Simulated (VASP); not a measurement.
# ZnO (P6_3mc) in VASP: notebook

One crystal, ZnO, is run at these levels: PBE, LDA; tasks: relaxation of cell and atoms.

Program: VASP 6.6.1. These are calculated values, not measurements. Logs are shortened: lines on timing, memory, paths and dates and some standing lists are left out, and cuts for length are marked.

### 1 Starting point

It takes space group P6_3mc (No. 186, hexagonal). Conventional cell: a = 3.249 Å, b = 3.249 Å, c = 5.206 Å, α = 90.00°, β = 90.00°, γ = 120.00°. Around Zn (site symmetry 3m) lie 4 O at 1.97 to 1.98 Å. O (site symmetry 3m) is surrounded by 4 Zn at 1.97 to 1.98 Å.

### 2 Relaxation of cell and atoms, PBE

INCAR reads:

```
SYSTEM = ZnO
PREC     = Accurate       ! precision mode
ENCUT    = 600            ! plane-wave cutoff, eV
EDIFF    = 1E-6           ! SCF threshold, eV
ISMEAR   = 0              ! smearing method
SIGMA    = 0.03           ! smearing width, eV
LREAL    = .FALSE.        ! projectors in reciprocal space
LASPH    = .TRUE.         ! aspherical terms in the spheres
NELM     = 80             ! most SCF steps
ALGO     = Normal         ! electronic algorithm
ISIF     = 3              ! what is computed and relaxed
LWAVE    = .FALSE.        ! write WAVECAR
LCHARG   = .FALSE.        ! write CHGCAR
GGA      = PE             ! functional
IBRION   = 2              ! ionic algorithm
NSW      = 90             ! ionic steps
EDIFFG   = -0.01          ! ionic threshold
```

KPOINTS reads:

```
regular mesh
0
G
  9 9 5
  0 0 0
```

POSCAR reads:

```
ZnO
1.0
    3.2493080000      0.0000000000      0.0000000000
   -1.6246540000      2.8139832700      0.0000000000
    0.0000000000      0.0000000000      5.2057090000
Zn O
2 2
Direct
    0.3333333300      0.6666666700      0.5000000000
    0.6666666700      0.3333333300      0.0000000000
    0.6666666700      0.3333333300      0.3790100000
    0.3333333300      0.6666666700      0.8790100000
```

Potentials or basis: VASP PAW PBE potentials, release 64 (Zn, O).

The run is started by

```console
cat potpaw_PBE.64/Zn/POTCAR potpaw_PBE.64/O/POTCAR > POTCAR
mpirun -np 1 vasp_std > vasp.out
```

OUTCAR:

```text
SYSTEM = ZnO
   PREC = Accurate
   ENCUT = 600
   EDIFF = 1E-6
   ISMEAR = 0
   LREAL = .FALSE.
   LASPH = .TRUE.
   NELM = 80
   ISIF = 3
   GGA = PE
   IBRION = 2
   NSW = 90
   EDIFFG = -0.01

 ion  position               nearest neighbor table
   1  0.333  0.667  0.500-   4 1.97   3 1.98   3 1.98   3 1.98
   2  0.667  0.333  0.000-   3 1.97   4 1.98   4 1.98   4 1.98
   3  0.667  0.333  0.379-   2 1.97   1 1.98   1 1.98   1 1.98
   4  0.333  0.667  0.879-   1 1.97   2 1.98   2 1.98   2 1.98

  LATTYP: Found a hexagonal cell.
 ALAT       =     3.2493080000
 C/A-ratio  =     1.6020977390

  Lattice vectors:

 A1 = (   3.2493080000,   0.0000000000,   0.0000000000)
 A2 = (  -1.6246540000,   2.8139832700,   0.0000000000)
 A3 = (   0.0000000000,   0.0000000000,   5.2057090000)

Analysis of symmetry for initial positions (statically):
=====================================================================
 Subroutine PRICEL returns:
 Original cell was already a primitive cell.

 Routine SETGRP: Setting up the symmetry group for a
 hexagonal supercell.

 Subroutine GETGRP returns: Found 12 space group operations
 (whereof  6 operations were pure point group operations)
 out of a pool of 24 trial point group operations.

The static configuration has the point symmetry C_3v.
 The point group associated with its full space group is C_6v.

Analysis of symmetry for dynamics (positions and initial velocities):
=====================================================================
 Subroutine PRICEL returns:
 Original cell was already a primitive cell.

 Routine SETGRP: Setting up the symmetry group for a
 hexagonal supercell.

 Subroutine GETGRP returns: Found 12 space group operations
 (whereof  6 operations were pure point group operations)
 out of a pool of 24 trial point group operations.

The dynamic configuration has the point symmetry C_3v.
 The point group associated with its full space group is C_6v.

 Subroutine INISYM returns: Found 12 space group operations
 (whereof  6 operations are pure point group operations),
 and found     1 'primitive' translations

----------------------------------------------------------------------------------------

                                     Primitive cell

  volume of cell :      47.5984

  direct lattice vectors                    reciprocal lattice vectors
     3.249308000  0.000000000  0.000000000     0.307757836  0.177684070  0.000000000
    -1.624654000  2.813983270  0.000000000     0.000000000  0.355368140  0.000000000
     0.000000000  0.000000000  5.205709000     0.000000000  0.000000000  0.192096792

  length of vectors
     3.249308000  3.249307998  5.205709000     0.355368140  0.355368140  0.192096792

  position of ions in fractional coordinates (direct lattice)
     0.333333330  0.666666670  0.500000000
     0.666666670  0.333333330  0.000000000
     0.666666670  0.333333330  0.379010000
     0.333333330  0.666666670  0.879010000

  ion indices of the primitive-cell ions
   primitive index   ion index
                 1           1
                 2           2
                 3           3
                 4           4

----------------------------------------------------------------------------------------

 KPOINTS: regular mesh

Automatic generation of k-mesh.
 Grid dimensions read from file:
 generate k-points for:    9    9    5

 Generating k-lattice:

  Cartesian coordinates                     Fractional coordinates (reciprocal lattice)
     0.034195315  0.019742674  0.000000000     0.111111111  0.000000000  0.000000000
     0.000000000  0.039485349  0.000000000     0.000000000  0.111111111  0.000000000
     0.000000000  0.000000000  0.038419358     0.000000000  0.000000000  0.200000000

  Length of vectors
     0.039485349  0.039485349  0.038419358

  Shift w.r.t. Gamma in fractional coordinates (k-lattice)
     0.000000000  0.000000000  0.000000000

 Subroutine IBZKPT returns following result:
 ===========================================

 Found     36 irreducible k-points:

 Following reciprocal coordinates:
            Coordinates               Weight
  0.000000  0.000000  0.000000      1.000000
  0.111111  0.000000  0.000000      6.000000
  0.222222  0.000000  0.000000      6.000000
  0.333333  0.000000  0.000000      6.000000
  0.444444  0.000000  0.000000      6.000000
  0.111111  0.111111  0.000000      6.000000
[... 16 lines left out ...]
  0.333333  0.222222  0.200000     24.000000
  0.333333  0.333333  0.200000      4.000000
 [... further k-points ...]
   k-points           NKPTS =     36   k-points in BZ     NKDIM =     36   number of bands    NBANDS=     22
   number of dos      NEDOS =    301   number of ions     NIONS =      4
   total plane-waves  NPLWV =  32928
   dimension x,y,z NGX =    28 NGY =   28 NGZ =   42
   dimension x,y,z NGXF=    56 NGYF=   56 NGZF=   84
   ions per type =               2   2
   NGX,Y,Z   is equivalent  to a cutoff of  14.33, 14.33, 13.41 a.u.
[... 25 lines left out ...]
   EFERMI =   0.00;   METHOD = LEGACY
   ISMEAR =     0;   SIGMA  =   0.03  broadening in eV -4-tet -1-fermi 0-gaus
   EFERMI_NEDOS =   21; number of points for ismear=-14 and -15
   IALGO  =     38    algorithm
   IMIX   =      4    mixing-type and parameters
     AMIX     =   0.40;   BMIX     =  1.00
     AMIX_MAG =   1.60;   BMIX_MAG =  1.00
  volume/ion in A,a.u.               =      11.90        80.30
  Fermi-wavevector in a.u.,A,eV,Ry     =   1.491574  2.818667 30.270160  2.224794
  Thomas-Fermi vector in A             =   2.604212
   LORBIT       =      0    0 simple, 1 ext, 2 COOP (PROOUT), +10 PAW based schemes
   GGA     = PE    functional components
   LHFCALC =     F    Hartree Fock is set to
   AEXX    =    0.0000 exact exchange contribution
   IVDW    =     0    specifies the selected vdW correction
   LEPSILON=     F    determine dielectric tensor
   LRPA    =     F    only Hartree local field effects (RPA)
 conjugate gradient relaxation of ions
 non-spin polarized calculation
 Gauss-broadening in eV      SIGMA  =   0.03
  energy-cutoff  :      600.00
  volume of cell :       47.60
 maximum number of plane-waves:      1605
 NGX is ok and might be reduce to    28
   NGX = 13   NGY = 13   NGZ = 21

--------------------------------------- Ionic step        1  -------------------------------------------

 number of electron      36.0000008 magnetization

 Free energy of the ion-electron system (eV)
  ---------------------------------------------------
  ext. energy  EPLUGINS =         0.00000000
  ---------------------------------------------------
  free energy    TOTEN  =       -17.82623977 eV

  energy without entropy =      -17.82623977  energy(sigma->0) =      -17.82623977

------------------------ aborting loop because EDIFF is reached ----------------------------------------

  FORCE on cell =-STRESS in cart. coord.  units (eV):
  Direction    XX          YY          ZZ          XY          YZ          ZX
  --------------------------------------------------------------------------------------
  -------------------------------------------------------------------------------------
  Total        1.5587780      1.5587780      2.0807873      0.0000000      0.0000000      0.0000000
  in kB       52.4689739     52.4689738     70.0399783      0.0000000      0.0000000      0.0000000
  external PRESSURE =      58.3259753 kB  Pullay stress =       0.0000000 kB
[... 95 lines left out ...]
  FREE ENERGIE OF THE ION-ELECTRON SYSTEM (eV)
  ---------------------------------------------------
  free  energy   TOTEN  =       -17.8619022608 eV

  energy  without entropy=      -17.8619022608  energy(sigma->0) =      -17.86190226

[... ionic steps 4 to 11 ...]

--------------------------------------- Ionic step       12  -------------------------------------------

 number of electron      36.0000014 magnetization

------------------------ aborting loop because EDIFF is reached ----------------------------------------

  FORCE on cell =-STRESS in cart. coord.  units (eV):
  Direction    XX          YY          ZZ          XY          YZ          ZX
  --------------------------------------------------------------------------------------
  -------------------------------------------------------------------------------------
  Total        0.0412281      0.0412281      0.0329300      0.0000000      0.0000000      0.0000000
  in kB        1.3328649      1.3328649      1.0645961      0.0000000      0.0000000      0.0000000
  external PRESSURE =       1.2434419 kB  Pullay stress =       0.0000000 kB
[... 61 lines left out ...]
  energy  without entropy=      -17.8619919266  energy(sigma->0) =      -17.86199193

--------------------------------------- Ionic step       14  -------------------------------------------

 number of electron      36.0000014 magnetization

 Free energy of the ion-electron system (eV)
  ---------------------------------------------------
  ext. energy  EPLUGINS =         0.00000000
  ---------------------------------------------------
  free energy    TOTEN  =       -17.86201502 eV

  energy without entropy =      -17.86201502  energy(sigma->0) =      -17.86201502

 E-fermi :   1.0008     XC(G=0): -10.6967

 val. band max:        0.8466079445   @ k =   0.0000   0.0000   0.0000
 cond. band min:       1.5681304077   @ k =   0.0000   0.0000   0.0000
 fundamental gap:      0.7215224632
 Fermi energy:         1.0008160538

 k-point     1 :       0.0000    0.0000    0.0000
  band No.  band energies     occupation
      1     -16.9296      2.00000
      2     -16.2693      2.00000
      3      -4.6669      2.00000
      4      -4.6669      2.00000
      5      -4.6244      2.00000
      6      -4.4914      2.00000
[... 574 lines left out ...]
      6      -4.0961      2.00000
[... 14 lines left out ...]
     21       8.5855      0.00000
     22       8.8913      0.00000

 [... further k-points ...]

------------------------ aborting loop because EDIFF is reached ----------------------------------------

  FORCE on cell =-STRESS in cart. coord.  units (eV):
  Direction    XX          YY          ZZ          XY          YZ          ZX
  --------------------------------------------------------------------------------------
  -------------------------------------------------------------------------------------
  Total        0.0130823      0.0130823      0.0292729      0.0000000      0.0000000      0.0000000
  in kB        0.4228369      0.4228369      0.9461385      0.0000000      0.0000000      0.0000000
  external PRESSURE =       0.5972708 kB  Pullay stress =       0.0000000 kB
[... 19 lines left out ...]
  FREE ENERGIE OF THE ION-ELECTRON SYSTEM (eV)
  ---------------------------------------------------
  free  energy   TOTEN  =       -17.8620150239 eV

  energy  without entropy=      -17.8620150239  energy(sigma->0) =      -17.86201502

 reached required accuracy - stopping structural energy minimisation
```

Run time: 2.9 min. Hardware: 1 thread of Intel Xeon Platinum 8488C (Sapphire Rapids), shared host; peak memory 0.2 GiB.

Results:

* Free energy: -17.8620 eV
* Relaxed volume: 12.39 Å³/atom
* Relaxed cell: a = 3.286 Å, b = 3.286 Å, c = 5.300 Å, α = 90.00°, β = 90.00°, γ = 120.00°
* Space group after relaxing (to 0.05 Å): P6_3mc (No. 186)
* Energy gained by relaxing: 8.9 meV/atom
* Ionic steps: 14
* Pressure after relaxing: 0.1 GPa
* Band gap on the k mesh: 0.72 eV, direct

Forces in eV/Å, atoms in the order of the input:
```
Zn   0.000  0.000  0.003
Zn   0.000  0.000  0.003
O    0.000  0.000 -0.003
O    0.000  0.000 -0.003
```

The path:
```
step  energy change (eV)  largest force (eV/Å)  pressure (GPa)  volume (Å³)
   1              0.0000                0.0741            5.83        47.60
   2             -0.0270                0.0268           -2.61        50.64
   3             -0.0357                0.0011           -0.01        49.59
   4             -0.0357                0.0022           -0.06        49.63
   5             -0.0357                0.0108           -0.01        49.62
   6             -0.0357                0.0152           -0.10        49.62
   7             -0.0358                0.0116           -0.01        49.57
   8             -0.0357                0.0100            0.08        49.54
   9             -0.0357                0.0103            0.14        49.54
  10             -0.0358                0.0109            0.11        49.56
  11             -0.0358                0.0125            0.00        49.56
  12             -0.0358                0.0103            0.12        49.56
  13             -0.0358                0.0121            0.06        49.56
  14             -0.0358                0.0025            0.06        49.57
```

Final structure:
```cif
data_structure
_symmetry_space_group_name_H-M 'P 1'
_symmetry_Int_Tables_number 1
_cell_length_a 3.2864
_cell_length_b 3.2864
_cell_length_c 5.2998
_cell_angle_alpha 90.000
_cell_angle_beta 90.000
_cell_angle_gamma 120.000
_cell_volume 49.57
loop_
_atom_site_label
_atom_site_type_symbol
_atom_site_fract_x
_atom_site_fract_y
_atom_site_fract_z
_atom_site_occupancy
Zn1 Zn 0.33333 0.66667 0.49982 1
Zn2 Zn 0.66667 0.33333 0.99982 1
O1 O 0.66667 0.33333 0.37919 1
O2 O 0.33333 0.66667 0.87919 1
```

PBE usually gives volumes a little too large and moduli too small. Zero-point motion and thermal expansion aren't in these numbers.

### 3 Relaxation of cell and atoms, PBE

This run uses another cell than the first one, of 12.39 Å³/atom, 1.041 times its volume.

Edit INCAR of step 2 so:

```diff
@@ -3,3 +3,3 @@
 ENCUT    = 600            ! plane-wave cutoff, eV
-EDIFF    = 1E-6           ! SCF threshold, eV
+EDIFF    = 1E-7           ! SCF threshold, eV
 ISMEAR   = 0              ! smearing method
@@ -16,2 +16,2 @@
 NSW      = 90             ! ionic steps
-EDIFFG   = -0.01          ! ionic threshold
+EDIFFG   = -0.005         ! ionic threshold
```

KPOINTS is that of step 2.

POSCAR reads:

```
ZnO                                     
1.0
    3.2863600650     -0.0000000000      0.0000000000
   -1.6431800325      2.8460712995     -0.0000000000
    0.0000000000     -0.0000000000      5.2998173491
  Zn              O             
     2     2
Direct
     0.3333333300000021    0.6666666699999979    0.4998171918418509
     0.6666666699999979    0.3333333300000021    0.9998171918418508
     0.6666666699999979    0.3333333300000021    0.3791928081581500
     0.3333333300000021    0.6666666699999979    0.8791928081581502
```

Potentials or basis: VASP PAW PBE potentials, release 64 (Zn, O).

The run is started by

```console
cat potpaw_PBE.64/Zn/POTCAR potpaw_PBE.64/O/POTCAR > POTCAR
mpirun -np 1 vasp_std > vasp.out
```

Wall time 62 s (1 thread of Intel Xeon Platinum 8488C (Sapphire Rapids), shared host); peak memory 0.2 GiB.

The run converged. Its results:

| Property | Result |
| --- | --- |
| Free energy | -17.8656 eV |
| Relaxed volume | 12.39 Å³/atom |
| Relaxed cell | a = 3.287 Å, b = 3.287 Å, c = 5.300 Å, α = 90.00°, β = 90.00°, γ = 120.00° |
| Space group after relaxing (to 0.05 Å) | P6_3mc (No. 186) |
| Energy gained by relaxing | 0.0 meV/atom |
| Ionic steps | 3 |
| Pressure after relaxing | 0.0 GPa |
| Band gap on the k mesh | 0.72 eV, direct |

Forces on the atoms (eV/Å):
```
Zn   0.000  0.000  0.003
Zn   0.000  0.000  0.003
O    0.000  0.000 -0.003
O    0.000  0.000 -0.003
```

Final structure:
```
Zn O
1.0
     3.28650    0.00000    0.00000
    -1.64325    2.84619    0.00000
     0.00000    0.00000    5.30039
Zn O
2 2
Cartesian
  0.0000 1.8975 2.6493
  1.6433 0.9487 5.2995
  1.6433 0.9487 2.0098
  0.0000 1.8975 4.6600
```

Levels at points of the mesh, in eV from the valence-band top:
```
           k point  band 14  band 15  band 16  band 17  band 18  band 19  band 20  band 21  band 22
(0.00, 0.00, 0.00)    -0.75    -0.75    -0.08     0.00     0.00     0.72     5.07     8.06    12.69
```

### 4 Relaxation of cell and atoms, LDA

Edit INCAR of step 3 so:

```diff
@@ -3,3 +3,3 @@
 ENCUT    = 600            ! plane-wave cutoff, eV
-EDIFF    = 1E-7           ! SCF threshold, eV
+EDIFF    = 1E-6           ! SCF threshold, eV
 ISMEAR   = 0              ! smearing method
@@ -13,5 +13,4 @@
 LCHARG   = .FALSE.        ! write CHGCAR
-GGA      = PE             ! functional
 IBRION   = 2              ! ionic algorithm
 NSW      = 90             ! ionic steps
-EDIFFG   = -0.005         ! ionic threshold
+EDIFFG   = -0.01          ! ionic threshold
```

KPOINTS reads:

```
Automatic mesh
0
G
  9 9 5
  0 0 0
```

POSCAR reads:

```
ZnO
1.0
    3.2493080000      0.0000000000      0.0000000000
   -1.6246540000      2.8139832700      0.0000000000
    0.0000000000      0.0000000000      5.2057090000
Zn O
2 2
Direct
    0.3333333300      0.6666666700      0.5000000000
    0.6666666700      0.3333333300      0.0000000000
    0.6666666700      0.3333333300      0.3790100000
    0.3333333300      0.6666666700      0.8790100000
```

Potentials or basis: VASP PAW LDA potentials, release 64 (Zn, O).

The run is started by

```console
cat potpaw_LDA.64/Zn/POTCAR potpaw_LDA.64/O/POTCAR > POTCAR
mpirun -np 1 vasp_std > vasp.out
```

Wall time 3.6 min (1 thread of AMD EPYC 7R13 (Zen 3), shared host); peak memory 0.15 GiB.

The run converged. Its results:

```
Free energy                            : -21.1676 eV
Relaxed volume                         : 11.40 Å³/atom
Relaxed cell                           : a = 3.194 Å, b = 3.194 Å, c = 5.164 Å, α = 90.00°, β = 90.00°, γ = 120.00°
Space group after relaxing (to 0.05 Å) : P6_3mc (No. 186)
Energy gained by relaxing              : 10.4 meV/atom
Ionic steps                            : 11
Pressure after relaxing                : 0.0 GPa
Largest force after relaxing           : 0.004 eV/Å
Band gap on the k mesh                 : 0.80 eV, direct
```

Forces in eV/Å, atoms in the order of the input:
```
Zn   0.000  0.000 -0.004
Zn   0.000  0.000 -0.004
O    0.000  0.000  0.004
O    0.000  0.000  0.004
```

The path:
| step | energy change (eV) | largest force (eV/Å) | pressure (GPa) | volume (Å³) |
| --- | --- | --- | --- | --- |
| 1 | 0.0000 | 0.0554 | -6.25 | 47.60 |
| 2 | -0.0262 | 0.0408 | 4.43 | 44.47 |
| 3 | -0.0413 | 0.0024 | 0.05 | 45.61 |
| 4 | -0.0413 | 0.0043 | -0.06 | 45.65 |
| 5 | -0.0414 | 0.0188 | -0.27 | 45.66 |
| 6 | -0.0414 | 0.0185 | -0.15 | 45.66 |
| 7 | -0.0415 | 0.0183 | 0.08 | 45.59 |
| 8 | -0.0415 | 0.0185 | 0.09 | 45.58 |
| 9 | -0.0416 | 0.0020 | 0.14 | 45.58 |
| 10 | -0.0416 | 0.0030 | 0.05 | 45.59 |
| 11 | -0.0416 | 0.0038 | 0.01 | 45.62 |

Final structure:
```
CELL_PARAMETERS angstrom
3.19394 0.00000 0.00000
-1.59697 2.76603 0.00000
0.00000 0.00000 5.16364
ATOMIC_POSITIONS crystal
Zn 0.33333 0.66667 0.50035
Zn 0.66667 0.33333 0.00035
O 0.66667 0.33333 0.37866
O 0.33333 0.66667 0.87866
```

Levels at points of the mesh, in eV from the valence-band top:
| k point | band 15 | band 16 | band 17 | band 18 | band 19 | band 20 | band 21 | band 22 |
| --- | --- | --- | --- | --- | --- | --- | --- | --- |
| (0.00, 0.00, 0.00) | -0.85 | -0.10 | 0.00 | 0.00 | 0.80 | 5.27 | 8.18 | 12.94 |

LDA usually gives volumes a few per cent too small. Zero-point motion and thermal expansion aren't in these numbers.
